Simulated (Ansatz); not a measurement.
Al:

```xyz
1
Lattice="0.0000 2.0248 2.0248 2.0248 0.0000 2.0248 2.0248 2.0248 0.0000" Properties=species:S:1:pos:R:3 pbc="T T T"
Al    0.0000    0.0000    0.0000
```

| Property | Result |
| --- | --- |
| Program | Ansatz 0.2.0 |
| Task | relaxation of cell and atoms |
| Functional | PBEsol |
| Dispersion | D4 |
| Potentials or basis | all-electron LAPW, scalar-relativistic |
| Basis error allowed | 0.001 eV/atom |
| k mesh | 11 × 11 × 11 |
| Occupations | fermi-dirac, width 0.05 eV |
| Spin | no spin polarisation |

At the start: volume 16.60 Å³/atom.

Task: How do energy, volume and symmetry change on relaxing?

Result: Over 5 steps the energy falls by 9.3 meV/atom and the volume is 15.84 Å³/atom (-4.6 %); space group Fm-3m (No. 225, to 0.05 Å).

The path:
```tsv
step	energy change (eV)	largest force (eV/Å)	volume (Å³)
1	0.0000	0.0000	16.60
2	-0.0090	0.0000	15.70
3	-0.0093	0.0000	15.85
4	-0.0093	0.0000	15.84
5	-0.0093	0.0000	15.84
```

Final structure:
```
Al
1.0
     0.00000    1.99328    1.99328
     1.99328    0.00000    1.99328
     1.99328    1.99328    0.00000
Al
1
Direct
  0.00000 0.00000 0.00000
```

The cell as given is a measured one (16.60 Å³/atom); PBEsol+D4 puts the equilibrium volume -4.6 % from it, thermal expansion not counted.
